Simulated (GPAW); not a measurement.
Input of a GPAW 26.7.0 run:

run.py

```python
from ase import Atoms
from ase.calculators.mixing import SumCalculator
from ase.eos import EquationOfState
from ase.io import Trajectory
from ase.units import GPa
from dftd3.ase import DFTD3
from gpaw import GPAW, PW

atoms = Atoms(['Zn', 'S'],
              cell=[[0.0, 2.702, 2.702],
                    [2.702, 0.0, 2.702],
                    [2.702, 2.702, 0.0]],
              scaled_positions=[[0.75, 0.75, 0.75],
                                [0.0, 0.0, 0.0]],
              pbc=True)

traj = Trajectory('eos.traj', 'w')
volumes, energies = [], []
for x in [0.94, 0.96, 0.98, 1.0, 1.02, 1.04, 1.06]:
    a = atoms.copy()
    a.set_cell(atoms.cell * x**(1 / 3), scale_atoms=True)
    calc = GPAW(mode=PW(600),
                xc='PBE',
                kpts={'size': (7, 7, 7), 'gamma': True},
                occupations={'name': 'fermi-dirac', 'width': 0.05},
                nbands=18,
                convergence={'density': 1e-05, 'energy': 1e-05},
                maxiter=150,
                txt=f'eos-{x:.2f}.txt')
    a.calc = SumCalculator([calc, DFTD3(method='pbe', damping='d3zero')])
    energies.append(a.get_potential_energy())
    volumes.append(a.get_volume())
    p = -a.get_stress()[:3].mean() / GPa
    calc.write(f'eos-{x:.2f}.gpw')
    traj.write(a)
    print(f'{x:.2f} {volumes[-1]:10.4f} A^3 {energies[-1]:14.6f} eV {p:9.3f} GPa', flush=True)

v0, e0, B = EquationOfState(volumes, energies, eos='birchmurnaghan').fit()
print(f'V0 = {v0:.4f} A^3, E0 = {e0:.6f} eV, B0 = {B / GPa:.2f} GPa')
```

Potentials or basis: GPAW PAW data sets (gpaw-data 1.2.1), pw.

Command:

```bash
$ OMP_NUM_THREADS=1 python run.py
```

(1) What does it give for the bulk modulus?

(2) Predict the equilibrium volume.

Results:

(1) 79 GPa.

(2) 19.50 Å³/atom.

**What was measured.**

“Electronic, vibrational, and thermodynamic properties of ZnS (zincblende and rocksalt structure)”, 2009, arxiv:0911.5022 quotes, for a bulk crystal of ZnS: bulk modulus 76.9 GPa.

Against the measured bulk modulus of ZnS, 76.9 GPa (quoted in “Electronic, vibrational, and thermodynamic properties of ZnS (zincblende and rocksalt structure)”, 2009, arxiv:0911.5022), the calculated 79 GPa is off by +3.3 %. The fit is for a static lattice scaled at fixed shape and fixed fractional positions.
